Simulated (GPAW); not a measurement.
# FeO (I4/mmm) in GPAW: equation of state

How stiff is FeO in PBE, and what volume does it want? The cell is scaled to several volumes.

All numbers are computed with GPAW 26.7.0; they aren't measurements. Logs are shortened: lines on timing, memory, paths and dates and some standing lists are left out, and cuts for length are marked. The log counts tension as positive stress, the text compression.

## 1. The crystal as given

The structure is tetragonal, space group I4/mmm (No. 139). The conventional cell has a = 3.204 Å, b = 3.204 Å, c = 4.167 Å, α = 90.00°, β = 90.00°, γ = 90.00°. Fe (site symmetry 4/mmm) has 6 O at 2.08 to 2.27 Å as nearest neighbours. Around O (site symmetry 4/mmm) lie 6 Fe at 2.08 to 2.27 Å.

The cell comes from a database or a generator and needn't be the stable form of this composition.

## 2. Equation of state, PBE, collinear spin, ferromagnetic start

run.py reads:

```python
from ase.eos import EquationOfState
from ase.io import Trajectory, read
from ase.units import GPa
from gpaw import GPAW, PW

atoms = read('POSCAR')
atoms.set_initial_magnetic_moments([3.0, 0.0])

traj = Trajectory('eos.traj', 'w')
volumes, energies = [], []
for x in [0.94, 0.96, 0.98, 1.0, 1.02, 1.04, 1.06]:
    a = atoms.copy()
    a.set_cell(atoms.cell * x**(1 / 3), scale_atoms=True)
    calc = GPAW(mode=PW(800),
                xc='PBE',
                kpts={'size': (12, 12, 12), 'gamma': True},
                occupations={'name': 'fermi-dirac', 'width': 0.05},
                nbands=17,
                convergence={'density': 1e-05, 'energy': 1e-05},
                maxiter=150,
                txt=f'eos-{x:.2f}.txt')
    a.calc = calc
    energies.append(a.get_potential_energy(force_consistent=True))
    volumes.append(a.get_volume())
    p = -a.get_stress()[:3].mean() / GPa
    calc.write(f'eos-{x:.2f}.gpw')
    traj.write(a)
    print(f'{x:.2f} {volumes[-1]:10.4f} A^3 {energies[-1]:14.6f} eV {p:9.3f} GPa', flush=True)

v0, e0, B = EquationOfState(volumes, energies, eos='birchmurnaghan').fit()
print(f'V0 = {v0:.4f} A^3, E0 = {e0:.6f} eV, B0 = {B / GPa:.2f} GPa')
```

POSCAR reads:

```
FeO
1.0
   -1.6021034130      1.6021034130      2.0833922500
    1.6021034130     -1.6021034130      2.0833922500
    1.6021034130      1.6021034130     -2.0833922500
Fe O
1 1
Direct
    0.0000000000      0.0000000000      0.0000000000
    0.5000000000      0.5000000000      0.0000000000
```

Potentials or basis: GPAW PAW data sets (gpaw-data 1.2.1), pw.

Run with:

```sh
$ OMP_NUM_THREADS=1 python run.py
```

Standard output:

```text
__  _  _
 | _ |_)|_||  |
 |__||  | ||/\| - 26.7.0

Input parameters:
  mode=PW(ecut=800.0),
  convergence={'density': 1e-05, 'energy': 1e-05},
  kpts=MonkhorstPack(size=(12, 12, 12), gamma=True),
  maxiter=150,
  nbands=17,
  occupations=Occupations(name='fermi-dirac', width=0.05),
  xc=XC(name='PBE')

Diagonalizing LCAO Hamiltonian
Converting LCAO to pw mode

       O

       Fe

Atoms  # Å, Bohr magnetons
|   | symbol |        x |        y |        z |    initial magnetic moments |
|---|--------|----------|----------|----------|-----------------------------|
| 0 |     Fe | 0.000000 | 0.000000 | 0.000000 | ( 0.0000,  0.0000,  3.0000) |
| 1 |      O | 0.000000 | 0.000000 | 2.040862 | ( 0.0000,  0.0000,  0.0000) |

Unit cell  # Å
| periodic |         x |         y |         z |  lengths |     angles |
|----------|-----------|-----------|-----------|----------|------------|
|      yes | -1.569398 |  1.569398 |  2.040862 | 3.015152 | 117.267883 |
|      yes |  1.569398 | -1.569398 |  2.040862 | 3.015152 | 117.267883 |
|      yes |  1.569398 |  1.569398 | -2.040862 | 3.015152 |  94.801117 |

Number of symmetries: 16
Symmetry operations  # r_c * U_cc + t_c -> r_c
|    | kind |            matrix            |
|----|------|------------------------------|
|  0 |  σ   |  1, 1, 1,  0, 0,-1,  0,-1, 0 |
|  1 |  C4  |  1, 1, 1,  0, 0,-1, -1, 0, 0 |
|  2 |  E   |  1, 0, 0,  0, 1, 0,  0, 0, 1 |
|  3 |  σ   |  1, 0, 0,  0, 1, 0, -1,-1,-1 |
|  4 |  σ   |  0, 1, 0,  1, 0, 0,  0, 0, 1 |
|  5 |  C2  |  0, 1, 0,  1, 0, 0, -1,-1,-1 |
|  6 |  C2  |  0, 0, 1, -1,-1,-1,  1, 0, 0 |
|  7 |  S4  |  0, 0, 1, -1,-1,-1,  0, 1, 0 |
|  8 |  C4  |  0, 0,-1,  1, 1, 1,  0,-1, 0 |
|  9 |  σ   |  0, 0,-1,  1, 1, 1, -1, 0, 0 |
| 10 |  σ   |  0,-1, 0, -1, 0, 0,  1, 1, 1 |
| 11 |  C2  |  0,-1, 0, -1, 0, 0,  0, 0,-1 |
| 12 |  C2  | -1, 0, 0,  0,-1, 0,  1, 1, 1 |
| 13 |  i   | -1, 0, 0,  0,-1, 0,  0, 0,-1 |
| 14 |  S4  | -1,-1,-1,  0, 0, 1,  1, 0, 0 |
| 15 |  C2  | -1,-1,-1,  0, 0, 1,  0, 1, 0 |

BZ-sampling:
  Number of BZ points: 1728
  Number of IBZ points: 163

  Monkhorst-Pack size: [12, 12, 12]
  Monkhorst-Pack shift: [0.041666666666666664, 0.041666666666666664, 0.041666666666666664]

K-points  # in reciprocal-cell coordinates
|     |                                coordinates |     weight |
|-----|--------------------------------------------|------------|
|   0 | ( -0.00000000,  -0.00000000,  -0.00000000) | 0.00057870 |
|   1 | (  0.08333333,  -0.08333333,  -0.00000000) | 0.00231481 |
|   2 | (  0.08333333,  -0.08333333,   0.08333333) | 0.00231481 |
|   3 | (  0.08333333,  -0.00000000,  -0.00000000) | 0.00462963 |
|   4 | (  0.08333333,   0.08333333,  -0.08333333) | 0.00115741 |
|   5 | (  0.16666667,  -0.16666667,  -0.00000000) | 0.00231481 |
|   6 | (  0.16666667,  -0.16666667,   0.08333333) | 0.00462963 |
|   7 | (  0.16666667,  -0.16666667,   0.16666667) | 0.00231481 |
|   8 | (  0.16666667,  -0.08333333,  -0.00000000) | 0.00925926 |
|   9 | (  0.16666667,  -0.08333333,   0.08333333) | 0.00462963 |
| ... |                                            |            |
| 162 | (  0.50000000,   0.50000000,   0.50000000) | 0.00057870 |

Plane wave coefficients: 1051
Cutoff: 800.0 eV

Spin-components: 2 (collinear spins)
Bands:           17
Projectors:      11
Spin-degeneracy: 1
Datatype:        complex128

Parallelization:
  kpt:    1
  domain: 1
  band:   1

Density:
  Valence electrons: 14.0
  Components: 2
  Grid points: [20 20 20]
  Charge: 0.0  # |e|

Potential:
  Grid points: [20 20 20]

species:
  Fe:
    name:    Iron
    Z:       26.0
    valence: 8
    core:    18
    charge:  0.0  # [|e|]
    compensation charges:
      type: gauss
      rc: 0.33  # [Å]
      lmax: 2
    cutoffs:
      filter: 2.06  # [Å]
      core: 2.67  # [Å]
    projectors
    | kind |    occ | energy [eV] | rcut [Å] |
    |------|--------|-------------|----------|
    |   4s |  2.000 |      -5.291 |    1.164 |
    |   4p |  0.000 |      -1.326 |    1.058 |
    |   3d |  6.000 |      -7.505 |    1.058 |
    |    s |        |      21.920 |    1.164 |
    |    p |        |      25.885 |    1.058 |
    |    d |        |      19.706 |    1.058 |

    Using partial waves for Fe as LCAO basis

  O:
    name:    Oxygen
    Z:       8.0
    valence: 6
    core:    2
    charge:  0.0  # [|e|]
    compensation charges:
      type: gauss
      rc: 0.21  # [Å]
      lmax: 2
    cutoffs:
      filter: 1.17  # [Å]
      core: 0.83  # [Å]
    projectors
    | kind |    occ | energy [eV] | rcut [Å] |
    |------|--------|-------------|----------|
    |   2s |  2.000 |     -23.961 |    0.688 |
    |   2p |  4.000 |      -9.029 |    0.598 |
    |    s |        |       3.251 |    0.688 |
    |    p |        |      18.182 |    0.598 |
    |    d |        |       0.000 |    0.619 |

    Using partial waves for O as LCAO basis

Reference energy: -36660.306901  # eV

eigensolver:
  PPCG
  Converge bands: occupied
  niter=2

density mixing:
  MSR1-Mixer
  Pratt-step length: 0.05
  Maximum mixing coefficient: 0.75
  Old densities: 10
  SVD Regularization: 0.005
  Good broyden scale: 1.0
  Trust region scale: 1.0
  Backstep threshold: 4.0
  History deletion threshold: 6.0
  Fourier metric: weight=20.0, sigma=0.015

occupation numbers:
  Fermi-Dirac:
    width: 0.0500  # eV

poisson solver:
  ecut: 6400.0  # eV

xc functional:
  name: PBE with 2 nearest neighbor stencil

convergence criteria:
- Maximum integral of absolute [dens]ity change: 1e-05 electrons / valence electron
- Maximum [total energy] change in last 3 cyles: 1e-05 eV / valence electron
- Maximum integral of absolute [eigenst]ate change: 4e-08 eV^2 / valence electron
maximum number of iterations: 150

SCF iterations
|iter     | |      energy | eigst |  dens |  magmom |
|---------|-|-------------|-------|-------|---------|
|iter:   1| |  -16.378041 | -0.08 |       |  +3.0024|
|iter:   2| |  -16.152011 | -2.01 | -0.73 |  +3.0517|
|iter:   3| |  -15.807807 | -1.73 | -0.77 |  +3.5245|
|iter:   4| |  -15.862024 | -2.91 | -1.25 |  +3.7683|
|iter:   5| |  -15.879787 | -2.76 | -1.56 |  +4.0000|
|iter:   6| |  -15.880009 | -4.46 | -2.32 |  +3.9961|
|iter:   7| |  -15.879954 | -5.08 | -2.61 |  +3.9919|
|iter:   8| |  -15.880019c| -5.40 | -2.95 |  +3.9975|
|iter:   9| |  -15.880019c| -6.54 | -3.50 |  +3.9954|
|iter:  10| |  -15.880019c| -7.98c| -4.22 |  +3.9958|
|iter:  11| |  -15.880019c| -8.02c| -4.85 |  +3.9959|
|iter:  12| |  -15.880019c| -8.96c| -5.38c|  +3.9959|

Converged in 12 steps
Energy contributions relative to reference atoms: (reference = -36660.306901)

Energy contributions:
  Kinetic:          28.623940
  Coulomb:         -25.257561
  Zero:              0.251786
  External:          0.000000
  Xc:              -19.492193
  Entropy:          -0.011981
  Spinorbit:         0.000000
  ----------------------------
  Free energy:     -15.886010
  Extrapolated:    -15.880019

dipole moment: (-8.173168, -8.173168, 0.830336)  # |e|*Ang

Total magnetic moment: (0.000000, 0.000000, 3.995884)

Local magnetic moments
|        x |        y |        z |
|----------|----------|----------|
| 0.000000 | 0.000000 | 3.532843 |  # Fe   0
| 0.000000 | 0.000000 | 0.239159 |  # O    1

Fermi level: 9.230
Eigenvalues  # (at kpt = [-0.000, -0.000, -0.000])
| band index |      eig [eV] | occ [0-1] |      eig [eV] | occ [0-1] |
|------------|---------------|-----------|---------------|-----------|
|          0 |       -11.628 |     1.000 |       -11.101 |     1.000 |
|          1 |         5.133 |     1.000 |         5.607 |     1.000 |
|          2 |         5.256 |     1.000 |         5.925 |     1.000 |
|          3 |         5.256 |     1.000 |         5.925 |     1.000 |
|          4 |         5.338 |     1.000 |         8.406 |     1.000 |
|          5 |         5.338 |     1.000 |         8.406 |     1.000 |
[... 9 lines left out ...]
|         15 |        28.551 |     0.000 |        30.224 |     0.000 |
|         16 |        31.192 |     0.000 |        32.363 |     0.000 |

No gap
No difference between direct/indirect transitions

Stress tensor  # eV/Ang^3
|        x |        y |         z |
|----------|----------|-----------|
| 0.008092 | 0.000000 |  0.000000 |
| 0.000000 | 0.008092 |  0.000000 |
| 0.000000 | 0.000000 | -0.064870 |

# Writing to eos-0.94.gpw (mode='')
```

eos-0.96.txt:

```text
SCF iterations
|iter     | |      energy | eigst |  dens |  magmom |
|---------|-|-------------|-------|-------|---------|
|iter:   1| |  -16.384955 | -0.09 |       |  +3.0024|
|iter:   2| |  -16.154772 | -2.01 | -0.73 |  +3.0522|
|iter:   3| |  -15.815908 | -1.73 | -0.77 |  +3.5602|
|iter:   4| |  -15.867844 | -2.73 | -1.26 |  +3.8138|
|iter:   5| |  -15.882918 | -3.19 | -1.60 |  +4.0110|
[... 53 lines left out ...]
|         16 |        30.657 |     0.000 |        31.813 |     0.000 |

No gap
No difference between direct/indirect transitions

Stress tensor  # eV/Ang^3
|         x |        y |         z |
|-----------|----------|-----------|
|  0.028239 | 0.000000 | -0.000000 |
|  0.000000 | 0.028239 |  0.000000 |
| -0.000000 | 0.000000 | -0.031506 |

# Writing to eos-0.96.gpw (mode='')
```

Run time: 17 min. Hardware: 1 thread of Arm Neoverse V1, shared host; peak memory 0.49 GiB.

What came out:

```yaml
Equilibrium_volume: 10.23 Å³/atom
Bulk_modulus_at_fixed_shape_and_positions: 184 GPa
Pressure_derivative_of_the_bulk_modulus: 4.7
```

Energy against volume, from the lowest point:
```csv
volume (Å³/atom),energy (meV/atom)
10.053,1.62
10.267,0.00
10.481,3.35
10.695,11.19
10.909,23.00
11.123,38.33
11.337,56.76
```

Caveat: the cell was scaled at fixed shape and fractional positions, which overstates the stiffness of a crystal with free parameters, most of all of layers and chains.
